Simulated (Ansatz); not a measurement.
**What strain does to ZnSnN2 (ordering on rocksalt)**

ZnSnN2 as one 4-atom ordering (R-3m) on the rocksalt lattice, relaxed with r2SCAN in the plane-wave code Ansatz. It is trigonal, R-3m (No. 166); a = 3.167 Å, c = 15.449 Å in the conventional setting, 11.19 Å³ an atom. Around Zn lie 6 N at 2.27 Å; around Sn lie 6 N at 2.21 Å; around N lie 3 Sn at 2.21 Å and 3 Zn at 2.27 Å.

The axes x, y and z are those of this cell:
```xyz
4
Lattice="1.5837 0.9143 5.1498 -1.5837 0.9143 5.1498 0.0000 -1.8287 5.1498" Properties=species:S:1:pos:R:3 pbc="T T T"
Zn    1.5837    0.9143    5.1498
Sn    0.0000    0.0000    7.7247
N     0.0000    0.0000    3.8078
N     0.0000    0.0000   11.6416
```

Unstrained: The PBE gap is indirect, 0.737 eV (k = (-0.005, 0.195, -0.201) to Γ), below the direct gap of 0.851 eV at F. The r2SCAN gap is indirect, 1.189 eV (k = (-0.005, 0.195, -0.201) to Γ), below the direct gap of 1.325 eV at F. HSE06 gives an indirect gap of 1.899 eV, from k = (-0.005, 0.195, -0.201) to Γ; the least direct gap is 2.082 eV at F. Meshes: PBE 10×10×10, r2SCAN 10×10×10, HSE06 6×6×6. Strains are changes of length per length, and xy shears are angles. After each strain the atoms were relaxed again with r2SCAN within the symmetry that the strain leaves, so tilts or polar shifts that break it weren't tested; points keep the names that they have in the unstrained zone. No spin polarisation. The prototype was imposed, so other structures may be more stable.

Changes of the least gap in eV (an overlap counts as a negative gap):

| strain | volume change (%) | space group | PBE | r2SCAN | HSE06 | energy rise, r2SCAN (meV/atom) |
| --- | --- | --- | --- | --- | --- | --- |
| epitaxial +1.5 % in the xy plane, free normal strain -0.69 % | +2.3 | R-3m | -0.255 | -0.269 | -0.294 | 7.2 |
| isotropic -2.0 % on every length | -5.9 | R-3m | – | – | +0.440 | – |
| isotropic +2.0 % on every length | +6.1 | R-3m | -0.459 | -0.484 | -0.548 | 22.2 |
| xy shear, engineering strain (angle) +5.0 % | -0.1 | P-1 | -0.184 | -0.144 | – | 11.7 |

Epitaxial +1.5 % in the xy plane, free normal strain -0.69 %. HSE06: the gap goes from 1.899 to 1.605 eV (-0.294 eV); the edges go from (-0.005, 0.195, -0.201) → Γ to (-0.193, 0.008, 0.201) → Γ. Stress change with r2SCAN, compression positive: xx -6.71, yy -6.71, zz 0.00 GPa.

Isotropic -2.0 % on every length. HSE06: the gap goes from 1.899 to 2.339 eV (+0.440 eV); the edges go from (-0.005, 0.195, -0.201) → Γ to (-0.036, 0.182, -0.219) → F.

Isotropic +2.0 % on every length. HSE06: the gap goes from 1.899 to 1.351 eV (-0.548 eV); the edges go from (-0.005, 0.195, -0.201) → Γ to (-0.013, 0.190, -0.203) → Γ. Stress change with r2SCAN, compression positive: xx -10.33, yy -10.33, zz -8.86 GPa.

Xy shear, engineering strain (angle) +5.0 %. r2SCAN: the gap goes from 1.189 to 1.045 eV (-0.144 eV); the F points, equivalent before, split by 104 meV, and the valence top lies at those like (0, 1/2, 1/2); the F points, equivalent before, split by 333 meV, and the conduction bottom lies at those like (1/2, 0, 1/2); the edges go from (-0.005, 0.195, -0.201) → Γ to F → F. Stress change with r2SCAN, compression positive: xx +0.04, yy +0.73, zz +0.19, xy -6.72, xz +2.86, yz +0.14 GPa.

Spin-orbit coupling is left out, which matters wherever the heavy atoms make up the band edges.

Where an edge lies off the special points, it is a point of the mesh or the k point where a search put PBE's edge or least direct gap, reused for the other functionals, whose own edges may lie a little apart.

Coordinates of k points refer to the reciprocal vectors of the primitive cell of the runs.
